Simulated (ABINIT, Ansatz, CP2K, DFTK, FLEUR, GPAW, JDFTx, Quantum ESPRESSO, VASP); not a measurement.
HfC: equilibrium volume by level of theory

It takes space group Fm-3m (No. 225, cubic). The conventional cell has a = 4.650 Å, b = 4.650 Å, c = 4.650 Å, α = 90.00°, β = 90.00°, γ = 90.00°. Around Hf (site symmetry m-3m) lie 6 C at 2.33 Å. C (site symmetry m-3m) has 6 Hf at 2.33 Å as nearest neighbours.

| rung | level | program and potentials | cutoff (eV) | k mesh | smearing | task | equilibrium volume (Å³/atom) | miss | notes |
| --- | --- | --- | --- | --- | --- | --- | --- | --- | --- |
| GGA | AM05 | GPAW, PAW data sets generated for this functional | 800 | 8 × 8 × 8 | fermi-dirac 0.05 | equation of state | 12.27 | -1.8 % | - |
| GGA + dispersion | BLYP+D3(BJ) | GPAW, PAW data sets generated for this functional | 800 | 8 × 8 × 8 | fermi-dirac 0.05 | equation of state | 12.37 | -1.0 % | - |
| GGA | PBE | CP2K, POTENTIAL_UZH Hf GTH-PBE-q12, C GTH-PBE-q4; TZVP-MOLOPT-PBE-GTH basis | - | 10 × 10 × 10 | fermi-dirac 0.05 | equation of state | 12.48 | -0.2 % | atomic basis |
| GGA | PBE | DFTK, PseudoDojo SR PBE 0.4.1 standard (PBE) | 1116 | 10 × 10 × 10 | fermi-dirac 0.05 | equation of state | 12.59 | +0.7 % | - |
| GGA | PBE | FLEUR, all-electron, FLAPW | - | 10 × 10 × 10 | fermi-dirac 0.05 | equation of state | 12.59 | +0.7 % | - |
| GGA + dispersion | PBE+D3(zero damping) | VASP, PBE PAW files C, Hf_pv, 600 eV | 600 | 10 × 10 × 10 | fermi-dirac 0.05 | relaxation of cell and atoms | 12.33 | -1.4 % | 7 valence electrons an atom on average |
| GGA + dispersion | PBE+D4 | GPAW, GPAW PAW data sets (gpaw-data 1.2.1) | 800 | 8 × 8 × 8 | fermi-dirac 0.05 | equation of state | 12.46 | -0.3 % | - |
| GGA | PBEsol | ABINIT, PseudoDojo NC SR PBEsol v0.4.1 standard | 1116 | 8 × 8 × 8 | fermi-dirac 0.05 | relaxation of cell and atoms | 12.25 | -2.0 % | 8 valence electrons an atom on average |
| GGA | PBEsol | JDFTx, PseudoDojo-SR-PBEsol-0.4.1-standard | 1116 | 10 × 10 × 10 | fermi-dirac 0.05 | equation of state | 12.25 | -2.0 % | - |
| GGA | PBEsol | Quantum ESPRESSO, PseudoDojo 0.4.1 SR PBEsol standard | 1116 | 10 × 10 × 10 | fermi-dirac 0.05 | equation of state | 12.25 | -2.0 % | - |
| GGA + dispersion | PBEsol+D4 | GPAW, PAW data sets generated for this functional | 800 | 8 × 8 × 8 | fermi-dirac 0.05 | equation of state | 12.21 | -2.3 % | - |
| GGA | RPBE | JDFTx, PseudoDojo-SR-PBE-0.5-standard | 1116 | 10 × 10 × 10 | fermi-dirac 0.05 | equation of state | 12.78 | +2.2 % | potentials made for PBE |
| GGA + dispersion | RPBE+D3(BJ) | Ansatz, all-electron LAPW, scalar-relativistic | - | 10 × 10 × 10 | fermi-dirac 0.05 | relaxation of cell and atoms | 11.25 | -10.0 % | - |
| GGA | revPBE | VASP, PBE PAW files C, Hf_pv, 600 eV | 600 | 10 × 10 × 10 | fermi-dirac 0.05 | relaxation of cell and atoms | 12.70 | +1.6 % | potentials made for PBE; 7 valence electrons an atom on average |
| non-local van der Waals functional | PBE+rVV10 | VASP, PBE PAW files C, Hf_pv, 600 eV | 600 | 10 × 10 × 10 | fermi-dirac 0.05 | relaxation of cell and atoms | 12.47 | -0.2 % | 7 valence electrons an atom on average |
| non-local van der Waals functional | rev-vdW-DF2 | Quantum ESPRESSO, PseudoDojo 0.4.1 SR PBE standard | 1116 | 10 × 10 × 10 | fermi-dirac 0.05 | equation of state | 12.45 | -0.4 % | potentials made for PBE |
| non-local van der Waals functional | vdW-DF2 | VASP, PBE PAW files C, Hf_pv, 600 eV | 600 | 10 × 10 × 10 | fermi-dirac 0.05 | relaxation of cell and atoms | 13.20 | +5.6 % | potentials made for PBE; 7 valence electrons an atom on average |
| hybrid | HSE03 | VASP, PBE PAW files C, Hf_pv, 600 eV | 600 | 5 × 5 × 5 | fermi-dirac 0.05 | relaxation of cell and atoms | 12.39 | -0.9 % | coarse mesh; potentials made for PBE; 7 valence electrons an atom on average |

All rows: no spin polarisation. Smearing widths are in eV. For a metal such meshes aren't converged. Meshes differ between rows, which moves values too. Meshes are those of the run's cell of 2 atoms unless a note names another. Relaxations start from the cell shown or near it and stop with a little pressure left. The cell shown, of 12.57 Å³ an atom, is the runs' start and not the measured value. Misses use the values as printed. Runs on faulty files, with rough fits or with known faults for this quantity aren't shown. No row holds spin-orbit coupling.

By rung: GGA 12.25 to 12.78; GGA + dispersion 11.25 to 12.46; non-local van der Waals functional 12.45 to 13.20; GGA in atomic bases 12.48; hybrid on coarse meshes 12.39 (Å³/atom). Measured: 12.5 Å³/atom (a printed reference work). Closest, coarse meshes and atomic bases left aside, is PBE+rVV10 (-0.2 %), and PBE misses by +0.7 % on plain settings. The runs are for a static lattice, while measurements hold temperature and zero-point motion.
